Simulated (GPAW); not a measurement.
# CsPbCl3 (Pm-3m) in GPAW: dielectric tensor with PBE

Aim: the dielectric tensor of CsPbCl3 with PBE.

Everything below comes from runs of GPAW 26.7.0. Logs are shortened: lines on timing, memory, paths and dates and some standing lists are left out, and cuts for length are marked. The log counts tension as positive stress, the text compression.

## 1. Starting point

The structure is cubic, space group Pm-3m (No. 221). The conventional cell has a = 5.605 Å, b = 5.605 Å, c = 5.605 Å, α = 90.00°, β = 90.00°, γ = 90.00°. Pb (site symmetry m-3m) has 6 Cl at 2.80 Å as nearest neighbours. Cs (site symmetry m-3m) is surrounded by 12 Cl at 3.96 Å. Around Cl (site symmetry 4/mmm) lie 2 Pb at 2.80 Å.

## 2. Dielectric tensor, PBE

run.py

```python
import numpy as np
from ase import Atoms
from ase.dft.bandgap import bandgap
from ase.io import write
from gpaw import GPAW, PW
from gpaw.response.df import DielectricFunction

atoms = Atoms(['Pb', 'Cs', 'Cl', 'Cl', 'Cl'],
              cell=[[5.605, 0.0, 0.0],
                    [0.0, 5.605, 0.0],
                    [0.0, 0.0, 5.605]],
              scaled_positions=[[0.5, 0.5, 0.5],
                                [0.0, 0.0, 0.0],
                                [0.5, 0.0, 0.5],
                                [0.0, 0.5, 0.5],
                                [0.5, 0.5, 0.0]],
              pbc=True)

calc = GPAW(mode=PW(450),
            xc='PBE',
            kpts={'size': (4, 4, 4), 'gamma': True},
            occupations={'name': 'fermi-dirac', 'width': 0.001},
            nbands=37,
            convergence={'density': 1e-06},
            maxiter=150,
            txt='gpaw.txt')
atoms.calc = calc
energy = atoms.get_potential_energy()
calc.write('gs.gpw')
write('result.traj', atoms)
print(f'Energy: {energy:.6f} eV')
print('Fermi level:', round(calc.get_fermi_level(), 4), 'eV')
print(f'Gap: {bandgap(calc)[0]:.4f} eV, direct: {bandgap(calc, direct=True)[0]:.4f} eV')

for size in [(9, 9, 9), (12, 12, 12)]:
    name = 'x'.join(str(n) for n in size)
    dense = calc.fixed_density(kpts={'size': size, 'gamma': True},
                               nbands=68, convergence={'bands': 62, 'eigenstates': 1e-7},
                               update_fermi_level=True, txt=f'dense-{name}.txt')
    dense.write(f'{name}.gpw', mode='all')
    df = DielectricFunction(f'{name}.gpw', frequencies=np.array([0.0]), hilbert=False, eta=0.001,
                            ecut=80, nbands=62, intraband=False, txt=f'df-{name}.txt')
    for xc in ['RPA', 'Bootstrap', 'LR0.2']:
        for direction in ['x', 'y', 'z', [0, 1, 1], [1, 0, 1], [1, 1, 0]]:
            e0, e = df.get_macroscopic_dielectric_constant(xc=xc, direction=direction)
            print(f'{name} {xc} {direction}: {e0:.4f} without, {e:.4f} with local fields')
```

Potentials or basis: GPAW PAW data sets (gpaw-data 1.2.1), pw.

The run is started by

```console
OMP_NUM_THREADS=1 python run.py
```

gpaw.txt:

```text
__  _  _
 | _ |_)|_||  |
 |__||  | ||/\| - 26.7.0

Input parameters:
  mode=PW(ecut=450.00000000000006),
  convergence={'density': 1e-06},
  kpts=MonkhorstPack(size=(4, 4, 4), gamma=True),
  maxiter=150,
  nbands=37,
  occupations=Occupations(name='fermi-dirac', width=0.001),
  xc=XC(name='PBE')

Diagonalizing LCAO Hamiltonian
Converting LCAO to pw mode
    .-------------.
   /|             |
  / |             |
 *  |             |
 |  |             |
 | Cl    Pb       |
 |  |   Cl        |
 |  .-------------.
 | /     Cl      /
 |/             /
 Cs------------*

Atoms  # Å, Bohr magnetons
|   | symbol |        x |        y |        z |    initial magnetic moments |
|---|--------|----------|----------|----------|-----------------------------|
| 0 |     Pb | 2.802500 | 2.802500 | 2.802500 | ( 0.0000,  0.0000,  0.0000) |
| 1 |     Cs | 0.000000 | 0.000000 | 0.000000 | ( 0.0000,  0.0000,  0.0000) |
| 2 |     Cl | 2.802500 | 0.000000 | 2.802500 | ( 0.0000,  0.0000,  0.0000) |
| 3 |     Cl | 0.000000 | 2.802500 | 2.802500 | ( 0.0000,  0.0000,  0.0000) |
| 4 |     Cl | 2.802500 | 2.802500 | 0.000000 | ( 0.0000,  0.0000,  0.0000) |

Unit cell  # Å
| periodic |        x |        y |        z |  lengths |    angles |
|----------|----------|----------|----------|----------|-----------|
|      yes | 5.605000 | 0.000000 | 0.000000 | 5.605000 | 90.000000 |
|      yes | 0.000000 | 5.605000 | 0.000000 | 5.605000 | 90.000000 |
|      yes | 0.000000 | 0.000000 | 5.605000 | 5.605000 | 90.000000 |

Number of symmetries: 48
Symmetry operations  # r_c * U_cc + t_c -> r_c
|    | kind |            matrix            |
|----|------|------------------------------|
|  0 |  E   |  1, 0, 0,  0, 1, 0,  0, 0, 1 |
|  1 |  σ   |  1, 0, 0,  0, 1, 0,  0, 0,-1 |
|  2 |  σ   |  1, 0, 0,  0, 0, 1,  0, 1, 0 |
|  3 |  C4  |  1, 0, 0,  0, 0, 1,  0,-1, 0 |
|  4 |  C4  |  1, 0, 0,  0, 0,-1,  0, 1, 0 |
|  5 |  σ   |  1, 0, 0,  0, 0,-1,  0,-1, 0 |
|  6 |  σ   |  1, 0, 0,  0,-1, 0,  0, 0, 1 |
|  7 |  C2  |  1, 0, 0,  0,-1, 0,  0, 0,-1 |
|  8 |  σ   |  0, 1, 0,  1, 0, 0,  0, 0, 1 |
|  9 |  C2  |  0, 1, 0,  1, 0, 0,  0, 0,-1 |
| 10 |  C3  |  0, 1, 0,  0, 0, 1,  1, 0, 0 |
| 11 |  S6  |  0, 1, 0,  0, 0, 1, -1, 0, 0 |
| 12 |  S6  |  0, 1, 0,  0, 0,-1,  1, 0, 0 |
| 13 |  C3  |  0, 1, 0,  0, 0,-1, -1, 0, 0 |
| 14 |  C4  |  0, 1, 0, -1, 0, 0,  0, 0, 1 |
| 15 |  S4  |  0, 1, 0, -1, 0, 0,  0, 0,-1 |
| 16 |  C3  |  0, 0, 1,  1, 0, 0,  0, 1, 0 |
| 17 |  S6  |  0, 0, 1,  1, 0, 0,  0,-1, 0 |
| 18 |  σ   |  0, 0, 1,  0, 1, 0,  1, 0, 0 |
| 19 |  C4  |  0, 0, 1,  0, 1, 0, -1, 0, 0 |
| 20 |  C2  |  0, 0, 1,  0,-1, 0,  1, 0, 0 |
| 21 |  S4  |  0, 0, 1,  0,-1, 0, -1, 0, 0 |
| 22 |  S6  |  0, 0, 1, -1, 0, 0,  0, 1, 0 |
| 23 |  C3  |  0, 0, 1, -1, 0, 0,  0,-1, 0 |
| 24 |  S6  |  0, 0,-1,  1, 0, 0,  0, 1, 0 |
| 25 |  C3  |  0, 0,-1,  1, 0, 0,  0,-1, 0 |
| 26 |  C4  |  0, 0,-1,  0, 1, 0,  1, 0, 0 |
| 27 |  σ   |  0, 0,-1,  0, 1, 0, -1, 0, 0 |
| 28 |  S4  |  0, 0,-1,  0,-1, 0,  1, 0, 0 |
| 29 |  C2  |  0, 0,-1,  0,-1, 0, -1, 0, 0 |
| 30 |  C3  |  0, 0,-1, -1, 0, 0,  0, 1, 0 |
| 31 |  S6  |  0, 0,-1, -1, 0, 0,  0,-1, 0 |
| 32 |  C4  |  0,-1, 0,  1, 0, 0,  0, 0, 1 |
| 33 |  S4  |  0,-1, 0,  1, 0, 0,  0, 0,-1 |
| 34 |  S6  |  0,-1, 0,  0, 0, 1,  1, 0, 0 |
| 35 |  C3  |  0,-1, 0,  0, 0, 1, -1, 0, 0 |
| 36 |  C3  |  0,-1, 0,  0, 0,-1,  1, 0, 0 |
| 37 |  S6  |  0,-1, 0,  0, 0,-1, -1, 0, 0 |
| 38 |  σ   |  0,-1, 0, -1, 0, 0,  0, 0, 1 |
| 39 |  C2  |  0,-1, 0, -1, 0, 0,  0, 0,-1 |
| 40 |  σ   | -1, 0, 0,  0, 1, 0,  0, 0, 1 |
| 41 |  C2  | -1, 0, 0,  0, 1, 0,  0, 0,-1 |
| 42 |  C2  | -1, 0, 0,  0, 0, 1,  0, 1, 0 |
| 43 |  S4  | -1, 0, 0,  0, 0, 1,  0,-1, 0 |
| 44 |  S4  | -1, 0, 0,  0, 0,-1,  0, 1, 0 |
| 45 |  C2  | -1, 0, 0,  0, 0,-1,  0,-1, 0 |
| 46 |  C2  | -1, 0, 0,  0,-1, 0,  0, 0, 1 |
| 47 |  i   | -1, 0, 0,  0,-1, 0,  0, 0,-1 |

BZ-sampling:
  Number of BZ points: 64
  Number of IBZ points: 10

  Monkhorst-Pack size: [4, 4, 4]
  Monkhorst-Pack shift: [0.125, 0.125, 0.125]

K-points  # in reciprocal-cell coordinates
|   |                                coordinates |     weight |
|---|--------------------------------------------|------------|
| 0 | (  0.00000000,   0.00000000,   0.00000000) | 0.01562500 |
| 1 | (  0.25000000,   0.00000000,   0.00000000) | 0.09375000 |
| 2 | (  0.25000000,   0.25000000,   0.00000000) | 0.18750000 |
| 3 | (  0.25000000,   0.25000000,   0.25000000) | 0.12500000 |
| 4 | (  0.50000000,   0.00000000,   0.00000000) | 0.04687500 |
| 5 | (  0.50000000,   0.25000000,   0.00000000) | 0.18750000 |
| 6 | (  0.50000000,   0.25000000,   0.25000000) | 0.18750000 |
| 7 | (  0.50000000,   0.50000000,   0.00000000) | 0.04687500 |
| 8 | (  0.50000000,   0.50000000,   0.25000000) | 0.09375000 |
| 9 | (  0.50000000,   0.50000000,   0.50000000) | 0.01562500 |

Plane wave coefficients: 3840
Cutoff: 450.00000000000006 eV

Spin-components: 1 (collinear spins)
Bands:           37
Projectors:      26
Spin-degeneracy: 2
Datatype:        complex128

Parallelization:
  kpt:    1
  domain: 1
  band:   1

Density:
  Valence electrons: 44.0
  Components: 1
  Grid points: [28 28 28]
  Charge: 0.0  # |e|

Potential:
  Grid points: [28 28 28]

species:
  Pb:
    name:    Lead
    Z:       82.0
    valence: 14
    core:    68
    charge:  0.0  # [|e|]
    compensation charges:
      type: gauss
      rc: 0.38  # [Å]
      lmax: 2
    cutoffs:
      filter: 2.36  # [Å]
      core: 2.43  # [Å]
    projectors
    | kind |    occ | energy [eV] | rcut [Å] |
    |------|--------|-------------|----------|
    |   6s |  2.000 |     -11.969 |    1.259 |
    |   6p |  2.000 |      -3.506 |    1.275 |
    |   5d | 10.000 |     -21.211 |    1.217 |
    |    s |        |      15.243 |    1.259 |
    |    p |        |      23.705 |    1.275 |
    |    d |        |       6.001 |    1.217 |

    Using partial waves for Pb as LCAO basis

  Cs:
    name:    Caesium
    Z:       55.0
    valence: 9
    core:    46
    charge:  0.0  # [|e|]
    compensation charges:
      type: gauss
      rc: 0.33  # [Å]
      lmax: 2
    cutoffs:
      filter: 2.06  # [Å]
      core: 2.51  # [Å]
    projectors
    | kind |    occ | energy [eV] | rcut [Å] |
    |------|--------|-------------|----------|
    |   5s |  2.000 |     -26.706 |    1.164 |
    |   6s |  1.000 |      -2.085 |    1.164 |
    |   5p |  6.000 |     -13.523 |    1.058 |
    |    p |        |      13.688 |    1.058 |
    |    d |        |       0.000 |    1.058 |

    Using partial waves for Cs as LCAO basis

  Cl:
    name:    Chlorine
    Z:       17.0
    valence: 7
    core:    10
    charge:  0.0  # [|e|]
    compensation charges:
      type: gauss
      rc: 0.25  # [Å]
      lmax: 2
    cutoffs:
      filter: 1.40  # [Å]
      core: 1.49  # [Å]
    projectors
    | kind |    occ | energy [eV] | rcut [Å] |
    |------|--------|-------------|----------|
    |   3s |  2.000 |     -20.689 |    0.794 |
    |   3p |  5.000 |      -8.594 |    0.794 |
    |    s |        |       6.523 |    0.794 |
    |    p |        |      18.617 |    0.794 |
    |    d |        |       0.000 |    0.794 |

    Using partial waves for Cl as LCAO basis

Reference energy: -816739.388037  # eV

eigensolver:
  PPCG
  Converge bands: occupied
  niter=2

density mixing:
  MSR1-Mixer
  Pratt-step length: 0.05
  Maximum mixing coefficient: 0.75
  Old densities: 10
  SVD Regularization: 0.005
  Good broyden scale: 1.0
  Trust region scale: 1.0
  Backstep threshold: 4.0
  History deletion threshold: 6.0
  Fourier metric: weight=20.0, sigma=0.015

occupation numbers:
  Fermi-Dirac:
    width: 0.0010  # eV

poisson solver:
  ecut: 3600.0000000000005  # eV

xc functional:
  name: PBE with 2 nearest neighbor stencil

convergence criteria:
- Maximum integral of absolute [dens]ity change: 1e-06 electrons / valence electron
- Maximum [total energy] change in last 3 cyles: 0.0005 eV / valence electron
- Maximum integral of absolute [eigenst]ate change: 4e-08 eV^2 / valence electron
maximum number of iterations: 150

SCF iterations
|iter     | |      energy | eigst |  dens |
|---------|-|-------------|-------|-------|
|iter:   1| |  -18.239989 | -0.16 |       |
|iter:   2| |  -18.122140 | -1.78 | -1.24 |
|iter:   3| |  -17.548031 | -1.69 | -1.29 |
|iter:   4| |  -17.541553 | -3.08 | -1.77 |
|iter:   5| |  -17.544814c| -4.13 | -2.21 |
|iter:   6| |  -17.545088c| -4.98 | -2.95 |
|iter:   7| |  -17.545102c| -6.17 | -3.55 |
|iter:   8| |  -17.545105c| -7.12 | -4.02 |
|iter:   9| |  -17.545105c| -7.48c| -4.86 |
|iter:  10| |  -17.545105c| -8.02c| -5.61 |
|iter:  11| |  -17.545105c| -8.57c| -6.09c|

Converged in 11 steps
Energy contributions relative to reference atoms: (reference = -816739.388037)

Energy contributions:
  Kinetic:          33.217622
  Coulomb:         -32.953311
  Zero:             -0.107736
  External:          0.000000
  Xc:              -17.701681
  Entropy:          -0.000000
  Spinorbit:         0.000000
  ----------------------------
  Free energy:     -17.545105
  Extrapolated:    -17.545105

dipole moment: (-52.513566, -52.513566, -52.513566)  # |e|*Ang

Fermi level: 4.244
Eigenvalues  # (at kpt = [0.000, 0.000, 0.000])
| band index |      eig [eV] | occ [0-2] |
|------------|---------------|-----------|
|          0 |       -18.294 |     2.000 |
|        ... |               |           |
|         14 |        -1.635 |     2.000 |
|         15 |        -1.635 |     2.000 |
|         16 |         0.407 |     2.000 |
|         17 |         0.407 |     2.000 |
|         18 |         0.407 |     2.000 |
|         19 |         0.512 |     2.000 |
[... 8 lines left out ...]
|         28 |         9.213 |     0.000 |
|         29 |         9.213 |     0.000 |
|        ... |               |           |
|         36 |        14.122 |     0.000 |

Gap: 1.868 eV
Transition (v -> c):
  (s=0, k=9, n=21, [0.50, 0.50, 0.50]) -> (s=0, k=9, n=22, [0.50, 0.50, 0.50])
No difference between direct/indirect transitions
# Writing to gs.gpw (mode='')
```

It took 16 min on 1 thread of Arm Neoverse V2, shared host; peak memory 1 GiB.

Results:

| Quantity | Value |
| --- | --- |
| Free energy | -17.5451 eV |
| Band gap on the k mesh | 1.87 eV, direct |
| Electronic dielectric tensor (diagonal) | 3.74 |

Electronic dielectric tensor:
```
3.74 0.00 0.00
0.00 3.74 0.00
0.00 0.00 3.74
```

Caveat: the long-wavelength limit can be off by a per cent or two; spin-orbit coupling is left out, which as a rule narrows the gap of such compounds by several tenths of an eV.
